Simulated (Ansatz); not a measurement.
# H7ClO3: Cl-35 NMR of the central transition

Cell: a computed structure from the Materials Project (it need not be an observed phase), atoms as given.

Space group Cc (No. 9); a = 7.4722, b = 10.0357, c = 6.6749 Å, β = 123.24°.

```
site  Wyckoff  site symmetry       x       y       z
  H1       4a              1  0.8125  0.9921  0.4459
  H2       4a              1  0.8028  0.8797  0.6022
  H5       4a              1  0.2444  0.9340  0.2392
  H6       4a              1  0.4997  0.9653  0.3798
  H9       4a              1  0.7326  0.7835  0.2761
 H10       4a              1  0.3100  0.0992  0.2757
 H11       4a              1  0.3171  0.2505  0.1090
  Cl       4a              1  0.4819  0.6608  0.4748
 O17       4a              1  0.7253  0.9156  0.4380
 O19       4a              1  0.3594  0.9961  0.3541
 O21       4a              1  0.2358  0.2138  0.1731
```

One atom of each set is listed; the run and its k-mesh use a cell of 22 atoms with edges of 6.26, 6.26, 6.67 Å.

Computed with Ansatz: DFT, r2SCAN, plane waves and PAW, scalar-relativistic, 500 eV cutoff, Γ-centred 4×4×4 k-points, Fermi–Dirac smearing 0.02 eV.

Cl-35 has I = 3/2 and Q = -81.12 mb (Pyykkö 2018); at 21.1 T its Larmor frequency is ν₀ = 88.1 MHz. Only the quadrupole interaction is simulated: positions count from each site's isotropic chemical shift, and J coupling is left out, as are shift anisotropy and dipolar coupling, which fast spinning averages.

Simulated pattern of one Cl site (fast magic-angle spinning, Gaussian broadening 0.3 kHz):

```csv
offset (kHz),height
-5.993,0
-5.831,1
-5.668,4
-5.506,8
-5.344,9
-5.182,14
-5.020,19
-4.857,21
-4.695,22
-4.533,23
-4.371,24
-4.209,25
-4.046,26
-3.884,28
-3.722,30
-3.560,32
-3.398,36
-3.235,50
-3.073,81
-2.911,100
-2.749,93
-2.587,88
-2.424,92
-2.262,87
-2.100,72
-1.938,61
-1.776,55
-1.613,50
-1.451,46
-1.289,43
-1.127,41
-0.965,39
-0.802,37
-0.640,35
-0.478,34
-0.316,32
-0.154,26
0.009,12
0.171,2
0.333,0
```

Task: Which |C_Q| and η does the pattern imply?

Result: The pattern spans 5.63 kHz before broadening and its centre of gravity is at -2.48 kHz, which fixes P_Q; the places of the horns and steps fix η. That gives P_Q = 2.96 MHz, |C_Q| = 2.69 MHz and η = 0.79. The sign of C_Q can't be read from the pattern.
